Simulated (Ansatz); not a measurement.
# PbS (Cmcm) in Ansatz: a series of runs

One crystal, PbS, is run at these levels: r2SCAN+D3(BJ); tasks: single point, equation of state.

Program: Ansatz 0.2.0. These are calculated values, not measurements. Logs are shortened: lines on timing, memory, paths and dates and some standing lists are left out, and cuts for length are marked.

## (1) The crystal as given

Symmetry: Cmcm, No. 63, orthorhombic system. The conventional cell has a = 4.160 Å, b = 11.983 Å, c = 4.279 Å, α = 90.00°, β = 90.00°, γ = 90.00°. Around Pb (site symmetry m2m) lie 5 S at 2.69 to 2.99 Å. Around S (site symmetry m2m) lie 5 Pb at 2.69 to 2.99 Å.

Measurements of this composition are mostly on another form, of space group No. 225.

## (2) Single point, r2SCAN+D3(BJ), 25.06 Å³/atom (volume scaled by 0.94)

Contents of input.yaml:

```yaml
crystal:
  lattice:
    - [2.0374927668, -5.8689911821, 0.0]
    - [2.0374927668, 5.8689911821, 0.0]
    - [0.0, 0.0, 4.1919633476]
  atoms:
    - { symbol: Pb, position: [0.13056335, 0.86943665, 0.25] }
    - { symbol: Pb, position: [0.86943665, 0.13056335, 0.75] }
    - { symbol: S, position: [0.35479709, 0.64520291, 0.25] }
    - { symbol: S, position: [0.64520291, 0.35479709, 0.75] }
hamiltonian:
  xc: r2scan
  pseudopotentials: { kind: paw }
  dispersion: d3bj
kpoints:
  mp_grid: { grid: [7, 7, 6] }
scf:
  occupations: { method: fermi_dirac, width: 0.05 }
output:
  forces: true
  stress: true
  eigenvalues: true
  write_density: true
  write_potential: true
  elf: true
  volumetric_format: npy
```

Potentials or basis: Ansatz PAW.

Launch:

```bash
ansatz run input.yaml --threads 2 --pin off --max-ram 5120MiB --backend cpu --events-out ev --progress --plain --runs-dir out
```

The program printed:

```text
Warning: the engine holds no damping parameters fitted to this dispersion correction and functional, so the run takes those fitted to r2scan beside the three-body term, which d3bj leaves out (hamiltonian.dispersion, under Limitations)
Warning: RAYON_NUM_THREADS=2 ignored (pool sized by the plan → 2); use --threads N
Engine: ansatz 0.2.0, aarch64-unknown-linux-gnu
Pseudopotentials: kind: paw
Pseudopotential: Pb, paw, valence charge 14, recommended cutoff 500 eV (meta_gga), Pb.paw.azcp
Pseudopotential: S, paw, valence charge 6, recommended cutoff 500 eV (meta_gga), S.paw.azcp
Functional definition: r2SCAN
  parameter k0 = 0.174
  parameter k1 = 0.065
  parameter a1 = 4.9479
  exchange = r2scan_x(k0 = k0, k1 = k1, a1 = a1)
  correlation = r2scan_c
Crystal: 4 atoms, lattice volume = 100.255 Å³
Basis set: ecut = 500 eV, 2557 PW (Γ), exchange–correlation on 192×192×128 points (64 copies of the dense FFT grid, shifted against one another)
Bands: 24, of which v1, the nominal top of the filled ones, is band 20 counted from 1 (19 counted from 0)
Symmetry: 8 space group operations
Space group: Cmcm (ITA 63), of the structure as read, at distance tolerance 4.6e-5 Å
k-points: 64 of 294
Non-local potential: Pb, projectors of the file, l = 0: 2, l = 1: 2, l = 2: 2, l = 3: 2
Non-local potential: S, projectors of the file, l = 0: 2, l = 1: 2, l = 2: 2
PAW form: soft (Blöchl's): semilocal exchange-correlation on the pseudo side does not see the compensation charge
PAW frozen core: Pb, regenerated for the run's functional (the file was generated under x = pbe(κ = 0.804, μ = 0.2195149727645171), c = pbe(β = 0.06672455060314922))
PAW frozen core: S, regenerated for the run's functional (the file was generated under x = pbe(κ = 0.804, μ = 0.2195149727645171), c = pbe(β = 0.06672455060314922))
PAW one-centre angular grid: Pb, 590 points (default); XC on 160 Gauss nodes
PAW one-centre angular grid: S, 302 points (default); XC on 160 Gauss nodes
Initial density: superposition of atomic densities (neutral atoms: chi_scale 0, normalization atom), corrected by the library's trained network
Initial wavefunctions: pseudopotential atomic-orbital guess
Functional: x = r2scan, c = r2scan; τ floored in thin density (d = 2e-4 eV/Å³)
SCF iter   1: F=—  HF=-25656.508521 eV  |F-HF|=—  |Δ(HF+E_count)|=         —  Δρ=6.38e-3  dr2=2.54e-2  dr2_τ=1.12e-2  ethr=1.77e-3  ⟨swp⟩=7.2  Hψ=8047  notcnv=0
preconditioner: auto → Resta (q_TF=auto, 2.341 Å⁻¹)  ε∞=3.5  [insulator: Δε(μ)=1.368 eV  Ē_g=14.955 eV  σ=0.050 eV  W_gap=1.00  n_scr=26 (ndim 8)  ℏωp=23.5 eV  f_vac=0.000  D(μ)=0.00/eV (n_scr^D=0)  ε∞_Penn≈3.5]
SCF iter   2: F=—  HF=-25656.531982 eV  |F-HF|=—  |Δ(HF+E_count)|=   2.35e-2  Δρ=3.00e-3  dr2=6.73e-3  dr2_τ=2.40e-4  ethr=6.35e-5  ⟨swp⟩=2.0  Hψ=3580  notcnv=0
SCF iter   3: F=—  HF=-25656.531883 eV  |F-HF|=—  |Δ(HF+E_count)|=   9.93e-5  Δρ=8.33e-4  dr2=4.46e-4  dr2_τ=5.02e-5  ethr=1.68e-5  ⟨swp⟩=2.8  Hψ=2822  notcnv=0
SCF iter   4: F=—  HF=-25656.532009 eV  |F-HF|=—  |Δ(HF+E_count)|=   1.26e-4  Δρ=2.07e-4  dr2=3.64e-5  dr2_τ=3.86e-6  ethr=1.12e-6  ⟨swp⟩=2.9  Hψ=2845  notcnv=0
SCF iter   5: F=—  HF=-25656.532024 eV  |F-HF|=—  |Δ(HF+E_count)|=   1.57e-5  Δρ=3.79e-5  dr2=1.09e-6  dr2_τ=4.77e-8  ethr=9.10e-8  ⟨swp⟩=2.0  Hψ=2048  notcnv=0
SCF iter   6: F=-25656.532025 eV  HF=-25656.532025 eV  |F-HF|=4.15e-8  |Δ(HF+E_count)|=   9.09e-7  Δρ=7.52e-6  dr2=8.29e-8  dr2_τ=7.85e-9  ethr=2.50e-10  ⟨swp⟩=12.7  Hψ=14296  notcnv=0
SCF 1 converged in 6 iterations: F = -25656.532025 eV  dr2 = 8.29e-8
  Residual-converged pass: ⟨swp⟩=1.1  Hψ=1799  notcnv=0  max |occ|·‖R‖ = 7.1e-9 eV (tolerance 1.0e-8 eV)  dr2=8.29e-8  dr2_τ=7.85e-9  dr2_onsite=1.23e-8  max |Δocc| = 4.4e-16
SCF converged after 6 iterations
Free energy (F): -25656.532025 eV
Harris-Foulkes:  -25656.532025 eV  (|F-HF|=4.15e-8)
Internal energy: -25656.532025 eV  (E = F + TS)
E sigma→0 (E₀):  -25656.532025 eV
Entropy (-TS):   -0.000000 eV (-0.000 meV/atom)
Fermi energy:    8.927236 eV
--- Per-component energies (eV) ---
  E_band       = -116.798576
  E_kinetic    = 790.037788
  E_local      = -2436.559350  (includes V_loc(G=0)·N_el)
  E_nonlocal   = 758.868219
  E_hartree    = 956.849712
  E_xc         = -602.028102
  E_vxc        = -481.126315  (∫ρ·V_xc dr)
  E_paw        = -22083.396870  (= ΣΔE_a)
  E_vpaw       = -691.459107  (= ΣTr[D̂ρ^β])
  E_aug_tail   = 0.000039  (compensation charges beyond the density's cutoff)
  E_vtau       = 29.748721  (kinetic-family band-sum trace: ∫τ·v_τ [+ j·A + Jᵃ·Aᵃ] dr)
  E_ewald      = -3041.331021
  E_disp       = -0.683911  (pairwise vdW)
  E_core_change = 1.711471  (= ΣΔE_core)
  E_smearing   = -0.000000  (= −TS)
  E_closure    = -0.000000  (closes the sum)
  Σ components = -25656.532025   (vs F -25656.532025, Δ=0.00e0)
--- Forces (eV/Å), atoms counted from 1 ---
  atom   1  Pb     0.00000000     0.41043669     0.00000000
  atom   2  Pb     0.00000000    -0.41043669     0.00000000
  atom   3  S      0.00000000    -0.21780929     0.00000000
  atom   4  S      0.00000000     0.21780929     0.00000000
  max |Σ_I F_I| component: 0.00e0 eV/Å
--- Stress (GPa, compression-positive) ---
        2.953734       0.000000       0.000000
        0.000000       2.616103       0.000000
        0.000000       0.000000       2.807424
  P = ⅓ Tr σ = 2.7924 GPa (27.924 kbar)
--- Band table (eV; the first three rows and the last of 64) ---
  k-point 0: bands = ["-8.9124", "-8.7535", "-8.7417", "-8.7368", "-8.6979", "-8.6893", "-8.6784", "-8.6665", "-8.6471", "-8.5931", "-5.8271", "-3.6993", "1.2388", "2.4393", "3.4871", "4.8146", "5.4151", "6.2249", "6.4061", "7.5873", "13.1549", "13.4570", "13.6151", "14.4908"]
  k-point 1: bands = ["-8.8880", "-8.7548", "-8.7436", "-8.7215", "-8.7032", "-8.6992", "-8.6914", "-8.6531", "-8.6416", "-8.6067", "-5.6503", "-3.7173", "0.7128", "1.9371", "3.6498", "5.3505", "5.6414", "6.4127", "6.8929", "7.4259", "12.6530", "12.7967", "13.0543", "13.6939"]
  k-point 2: bands = ["-8.8342", "-8.7638", "-8.7304", "-8.7257", "-8.7243", "-8.6961", "-8.6840", "-8.6421", "-8.6393", "-8.6362", "-5.1515", "-3.9124", "0.0643", "0.9402", "4.2261", "5.7744", "6.2320", "6.8066", "7.4323", "7.7936", "11.1491", "11.2942", "11.5474", "12.3111"]
  k-point 63: bands = ["-8.8007", "-8.8007", "-8.7210", "-8.7210", "-8.6981", "-8.6981", "-8.6513", "-8.6513", "-8.6506", "-8.6506", "-4.4086", "-4.4086", "-0.3113", "-0.3113", "6.6053", "6.6053", "6.7193", "6.7193", "7.7927", "7.7927", "10.4369", "10.4369", "11.7072", "11.7072"]
```

Wall time 13 s (2 threads of Arm Neoverse V2, shared host); peak memory 0.79 GiB.

What came out:

* Free energy: -25656.5320 eV
* Pressure: 2.8 GPa
* Largest force: 0.410 eV/Å
* Band gap on the k mesh: 1.38 eV, indirect (least direct gap 1.75 eV)

Caveat: odd divisions of the mesh miss points on the zone boundary, where band edges often lie, so the gap on the mesh can be too wide; spin-orbit coupling is left out, which as a rule narrows the gap of such compounds by several tenths of an eV; the PAW data sets come from PBE, with cores solved anew for the run's functional, which leaves a small shift of forces and pressure; the dispersion damping was fitted for another functional or another form of the correction.

## (3) Single point, r2SCAN+D3(BJ), 25.60 Å³/atom (volume scaled by 0.96)

input.yaml: that of step 2 with these lines changed.

```diff
@@ -2,5 +2,5 @@
   lattice:
-    - [2.0374927668, -5.8689911821, 0.0]
-    - [2.0374927668, 5.8689911821, 0.0]
-    - [0.0, 0.0, 4.1919633476]
+    - [2.0518417802, -5.9103234677, 0.0]
+    - [2.0518417802, 5.9103234677, 0.0]
+    - [0.0, 0.0, 4.2214851889]
   atoms:
```

Potentials or basis: Ansatz PAW.

Launch:

```bash
ansatz run input.yaml --threads 2 --pin off --max-ram 5120MiB --backend cpu --events-out ev --progress --plain --runs-dir out
```

Run time: 13 s. Hardware: 2 threads of Arm Neoverse V2, shared host; peak memory 0.79 GiB.

Results (log left out):

```yaml
Free_energy: -25656.5596 eV
Pressure: 1.4 GPa
Largest_force: 0.261 eV/Å
Band_gap_on_the_k_mesh: 1.44 eV, indirect (least direct gap 1.77 eV)
```

Caveat: odd divisions of the mesh miss points on the zone boundary, where band edges often lie, so the gap on the mesh can be too wide; spin-orbit coupling is left out, which as a rule narrows the gap of such compounds by several tenths of an eV; the PAW data sets come from PBE, with cores solved anew for the run's functional, which leaves a small shift of forces and pressure; the dispersion damping was fitted for another functional or another form of the correction.

## (4) Single point, r2SCAN+D3(BJ), 26.13 Å³/atom (volume scaled by 0.98)

input.yaml: that of step 3 with these lines changed.

```diff
@@ -2,5 +2,5 @@
   lattice:
-    - [2.0518417802, -5.9103234677, 0.0]
-    - [2.0518417802, 5.9103234677, 0.0]
-    - [0.0, 0.0, 4.2214851889]
+    - [2.0659928603, -5.9510856073, 0.0]
+    - [2.0659928603, 5.9510856073, 0.0]
+    - [0.0, 0.0, 4.2505997999]
   atoms:
@@ -22,5 +22 @@
   eigenvalues: true
-  write_density: true
-  write_potential: true
-  elf: true
-  volumetric_format: npy
```

Launch:

```bash
ansatz run input.yaml --threads 2 --pin off --max-ram 5120MiB --backend cpu --events-out ev --progress --plain --runs-dir out
```

Wall time 9.8 s (2 threads of Arm Neoverse V2, shared host); peak memory 0.78 GiB.

It converged, with:

```
Free energy            : -25656.5692 eV
Pressure               : 0.1 GPa
Largest force          : 0.121 eV/Å
Band gap on the k mesh : 1.48 eV, indirect (least direct gap 1.79 eV)
```

Caveat: odd divisions of the mesh miss points on the zone boundary, where band edges often lie, so the gap on the mesh can be too wide; spin-orbit coupling is left out, which as a rule narrows the gap of such compounds by several tenths of an eV; the PAW data sets come from PBE, with cores solved anew for the run's functional, which leaves a small shift of forces and pressure; the dispersion damping was fitted for another functional or another form of the correction.

## (5) Single point, r2SCAN+D3(BJ), 26.66 Å³/atom

input.yaml: that of step 4 with these lines changed.

```diff
@@ -2,5 +2,5 @@
   lattice:
-    - [2.0659928603, -5.9510856073, 0.0]
-    - [2.0659928603, 5.9510856073, 0.0]
-    - [0.0, 0.0, 4.2505997999]
+    - [2.079952695, -5.991296865, 0.0]
+    - [2.079952695, 5.991296865, 0.0]
+    - [0.0, 0.0, 4.27932094]
   atoms:
```

Launch:

```bash
ansatz run input.yaml --threads 2 --pin off --max-ram 5120MiB --backend cpu --events-out ev --progress --plain --runs-dir out
```

It took 9.9 s on 2 threads of Arm Neoverse V2, shared host; peak memory 0.79 GiB.

It converged, with:

```
Free energy            : -25656.5628 eV
Pressure               : -1.0 GPa
Largest force          : 0.037 eV/Å
Band gap on the k mesh : 1.53 eV, indirect (least direct gap 1.79 eV)
```

Caveat: odd divisions of the mesh miss points on the zone boundary, where band edges often lie, so the gap on the mesh can be too wide; spin-orbit coupling is left out, which as a rule narrows the gap of such compounds by several tenths of an eV; the PAW data sets come from PBE, with cores solved anew for the run's functional, which leaves a small shift of forces and pressure; the dispersion damping was fitted for another functional or another form of the correction.

## (6) Single point, r2SCAN+D3(BJ), 27.20 Å³/atom (volume scaled by 1.02)

input.yaml: that of step 5 with these lines changed.

```diff
@@ -2,5 +2,5 @@
   lattice:
-    - [2.079952695, -5.991296865, 0.0]
-    - [2.079952695, 5.991296865, 0.0]
-    - [0.0, 0.0, 4.27932094]
+    - [2.0937276176, -6.030975484, 0.0]
+    - [2.0937276176, 6.030975484, 0.0]
+    - [0.0, 0.0, 4.3076616397]
   atoms:
```

Potentials or basis: Ansatz PAW.

Launch:

```bash
ansatz run input.yaml --threads 2 --pin off --max-ram 5120MiB --backend cpu --events-out ev --progress --plain --runs-dir out
```

Run time: 8.6 s. Hardware: 2 threads of Arm Neoverse V2, shared host; peak memory 0.78 GiB.

Results (log left out):

| Property | Result |
| --- | --- |
| Free energy | -25656.5420 eV |
| Pressure | -2.1 GPa |
| Largest force | 0.130 eV/Å |
| Band gap on the k mesh | 1.57 eV, indirect (least direct gap 1.78 eV) |

Caveat: odd divisions of the mesh miss points on the zone boundary, where band edges often lie, so the gap on the mesh can be too wide; spin-orbit coupling is left out, which as a rule narrows the gap of such compounds by several tenths of an eV; the PAW data sets come from PBE, with cores solved anew for the run's functional, which leaves a small shift of forces and pressure; the dispersion damping was fitted for another functional or another form of the correction.

## (7) Single point, r2SCAN+D3(BJ), 27.73 Å³/atom (volume scaled by 1.04)

input.yaml: that of step 6 with these lines changed.

```diff
@@ -2,5 +2,5 @@
   lattice:
-    - [2.0937276176, -6.030975484, 0.0]
-    - [2.0937276176, 6.030975484, 0.0]
-    - [0.0, 0.0, 4.3076616397]
+    - [2.1073236324, -6.0701387599, 0.0]
+    - [2.1073236324, 6.0701387599, 0.0]
+    - [0.0, 0.0, 4.3356342523]
   atoms:
```

Launch:

```bash
ansatz run input.yaml --threads 2 --pin off --max-ram 5120MiB --backend cpu --events-out ev --progress --plain --runs-dir out
```

Run time: 8.8 s. Hardware: 2 threads of Arm Neoverse V2, shared host; peak memory 0.78 GiB.

Results (log left out):

| Item | Value |
| --- | --- |
| Free energy | -25656.5084 eV |
| Pressure | -3.0 GPa |
| Largest force | 0.243 eV/Å |
| Band gap on the k mesh | 1.60 eV, indirect (least direct gap 1.77 eV) |

Caveat: odd divisions of the mesh miss points on the zone boundary, where band edges often lie, so the gap on the mesh can be too wide; spin-orbit coupling is left out, which as a rule narrows the gap of such compounds by several tenths of an eV; the PAW data sets come from PBE, with cores solved anew for the run's functional, which leaves a small shift of forces and pressure; the dispersion damping was fitted for another functional or another form of the correction.

## (8) Single point, r2SCAN+D3(BJ), 28.26 Å³/atom (volume scaled by 1.06)

input.yaml: that of step 7 with these lines changed.

```diff
@@ -2,5 +2,5 @@
   lattice:
-    - [2.1073236324, -6.0701387599, 0.0]
-    - [2.1073236324, 6.0701387599, 0.0]
-    - [0.0, 0.0, 4.3356342523]
+    - [2.1207464379, -6.1088031065, 0.0]
+    - [2.1207464379, 6.1088031065, 0.0]
+    - [0.0, 0.0, 4.3632505017]
   atoms:
```

Launch:

```bash
ansatz run input.yaml --threads 2 --pin off --max-ram 5120MiB --backend cpu --events-out ev --progress --plain --runs-dir out
```

Wall time 9.4 s (2 threads of Arm Neoverse V2, shared host); peak memory 0.78 GiB.

The run converged. Its results:

```
Free energy            : -25656.4636 eV
Pressure               : -3.7 GPa
Largest force          : 0.349 eV/Å
Band gap on the k mesh : 1.62 eV, indirect (least direct gap 1.77 eV)
```

Caveat: odd divisions of the mesh miss points on the zone boundary, where band edges often lie, so the gap on the mesh can be too wide; spin-orbit coupling is left out, which as a rule narrows the gap of such compounds by several tenths of an eV; the PAW data sets come from PBE, with cores solved anew for the run's functional, which leaves a small shift of forces and pressure; the dispersion damping was fitted for another functional or another form of the correction.

## (9) Equation of state, r2SCAN+D3(BJ)

Potentials or basis: Ansatz PAW.

This step only gathers the single runs of the series.

Results:

- Equilibrium volume: 26.17 Å³/atom
- Bulk modulus at fixed shape and positions: 59 GPa
- Pressure derivative of the bulk modulus: 4.6

Energy against volume, from the lowest point:
| volume (Å³/atom) | energy (meV/atom) |
| --- | --- |
| 25.064 | 9.30 |
| 25.597 | 2.41 |
| 26.130 | 0.00 |
| 26.664 | 1.60 |
| 27.197 | 6.80 |
| 27.730 | 15.20 |
| 28.263 | 26.41 |

Caveat: the cell was scaled at fixed shape and fractional positions, which overstates the stiffness of a crystal with free parameters, most of all of layers and chains; the PAW data sets were made with another functional, which shifts forces and pressure a little.
